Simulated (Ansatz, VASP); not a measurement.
Fe: VASP beside Ansatz

Contents of INCAR:

```
SYSTEM = Fe
PREC     = Accurate       ! precision mode
ENCUT    = 520            ! plane-wave cutoff, eV
EDIFF    = 1E-7           ! SCF threshold, eV
ISMEAR   = -1             ! smearing method
SIGMA    = 0.05           ! smearing width, eV
LREAL    = .FALSE.        ! projectors in reciprocal space
LASPH    = .TRUE.         ! aspherical terms in the spheres
NELM     = 150            ! most SCF steps
ALGO     = Normal         ! electronic algorithm
ISIF     = 2              ! what is computed and relaxed
LWAVE    = .FALSE.        ! write WAVECAR
LCHARG   = .FALSE.        ! write CHGCAR
ISPIN    = 2              ! spin polarisation
MAGMOM   = 3              ! initial moments
LORBIT   = 11             ! projections on sites
LMAXMIX  = 4              ! l up to which the mixer works
GGA      = PE             ! functional
NBANDS   = 14             ! bands
```

File KPOINTS:

```
Automatic mesh
0
G
  18 18 18
  0 0 0
```

POSCAR

```
Fe
1.0
    0.0000000000      1.7754728505      1.7754728505
    1.7754728505      0.0000000000      1.7754728505
    1.7754728505      1.7754728505      0.0000000000
Fe
1
Direct
    0.0000000000      0.0000000000      0.0000000000
```

Input for Ansatz:

```yaml
crystal:
  lattice:
    - [0.0, 1.7754728505, 1.7754728505]
    - [1.7754728505, 0.0, 1.7754728505]
    - [1.7754728505, 1.7754728505, 0.0]
  atoms:
    - { symbol: Fe, position: [0.0, 0.0, 0.0], spin: 3.0 }
magnetization:
  spin_polarized: true
kpoints:
  mp_grid: { grid: [18, 18, 18] }
scf:
  occupations: { method: fermi_dirac, width: 0.05 }
hamiltonian:
  xc: pbe
  pseudopotentials: { kind: all_electron, lapw: { basis_error: 0.00025 } }
output:
  forces: true
  stress: true
  eigenvalues: true
```

Change from the starting cell: volume scaled by 1.06.

Alike in both runs: task single point; functional PBE; k mesh 18 × 18 × 18; occupations fermi-dirac, width 0.05 eV; collinear spin.

|  | VASP | Ansatz |
| --- | --- | --- |
| version | VASP 6.6.1 | Ansatz 0.2.0 |
| potentials or method | VASP PAW PBE potentials, release 64 (Fe) | all-electron LAPW, scalar-relativistic |
| plane-wave cutoff (eV) | 520 | see its input |

```csv
,VASP,Ansatz,Ansatz less VASP
pressure (GPa),-9.9,-10.8,-0.85
net moment per atom (μB),1.33,1.24,-0.090
size of the moment on the site where the two differ most (μB),1.32,1.26,-0.059
```

Site moments also hang on the region over which each program counts them. Ansatz ran all-electron here, so the differences hold the error of VASP's frozen core and of both bases.
